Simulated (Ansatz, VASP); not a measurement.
# Two plane-wave programs on MoS2

INCAR

```
PREC = Accurate
ENCUT = 520
EDIFF = 1E-7
ISMEAR = -1
SIGMA = 0.05
LREAL = False
LASPH = True
NELM = 100
ALGO = Normal
ISIF = 2
LWAVE = False
LCHARG = False
GGA = PE
NBANDS = 20
```

The input KPOINTS:

```
regular mesh
0
Gamma
  10 10 2
```

File POSCAR:

```
MoS2
1.0
    3.2465757816      0.0000000000      0.0000000000
   -1.6232878908      2.8116171022      0.0000000000
    0.0000000000      0.0000000000     17.6745803806
Mo S
1 2
Direct
    0.0000000000      0.0000000000      0.0000000000
    0.3333333333      0.6666666667      0.9105070200
    0.3333333333      0.6666666667      0.0894929800
```

Contents of input.yaml:

```yaml
crystal:
  lattice:
    - [3.2465757816, 0.0, 0.0]
    - [-1.6232878908, 2.8116171022, 0.0]
    - [0.0, 0.0, 17.6745803806]
  atoms:
    - { symbol: Mo, position: [0.0, 0.0, 0.0] }
    - { symbol: S, position: [0.3333333333, 0.6666666667, 0.91050702] }
    - { symbol: S, position: [0.3333333333, 0.6666666667, 0.08949298] }
hamiltonian:
  xc: pbe
  pseudopotentials: { kind: paw }
kpoints:
  mp_grid: { grid: [10, 10, 2] }
scf:
  occupations: { method: fermi_dirac, width: 0.05 }
output:
  forces: true
  stress: true
  eigenvalues: true
```

Change from the starting cell: volume scaled by 1.06.

Alike in both runs: task single point; functional PBE; k mesh 10 × 10 × 2; occupations fermi-dirac, width 0.05 eV; no spin polarisation.

|  | VASP | Ansatz |
| --- | --- | --- |
| version | VASP 6.6.1 | Ansatz 0.2.0 |
| potentials or method | VASP PAW PBE potentials, release 64 (Mo_sv, S) | Ansatz PAW |
| plane-wave cutoff (eV) | 520 | 420 |
| valence electrons in the cell | 26 | 26 |

```csv
,VASP,Ansatz,Ansatz less VASP
gap on the k mesh at the Fermi level (eV),1.59,1.58,-0.010
least direct gap on the mesh (eV),1.77,1.77,-0.003
rms of the force components (eV/Å),0.322,0.318,-0.0039
```

Atom by atom the forces differ by 0.004 eV/Å (rms over components). The functional is the same, so the differences come from potentials, cutoffs and numerics.
